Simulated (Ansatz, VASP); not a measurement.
Zn in VASP and in Ansatz

```
Zn
1.0
    -1.51780    1.51780    1.51780
     1.51780   -1.51780    1.51780
     1.51780    1.51780   -1.51780
Zn
1
Direct
  0.00000 0.00000 0.00000
```

Alike in both runs: task single point; functional revPBE; k mesh 16 × 16 × 16; occupations fermi-dirac, width 0.1 eV; no spin polarisation.

|  | VASP | Ansatz |
| --- | --- | --- |
| version | VASP 6.6.1 | Ansatz 0.2.0 |
| potentials or method | VASP PAW PBE potentials, release 64 (Zn) | plane waves (420 eV) with PAW, scalar-relativistic |
| plane-wave cutoff (eV) | 520 | 420 |
| valence electrons in the cell | 12 | 12 |

```tsv
	VASP	Ansatz	Ansatz less VASP
pressure (GPa)	11.0	10.6	-0.45
```

Caveats: the PAW data sets were made with another functional, which shifts forces and pressure a little (VASP).
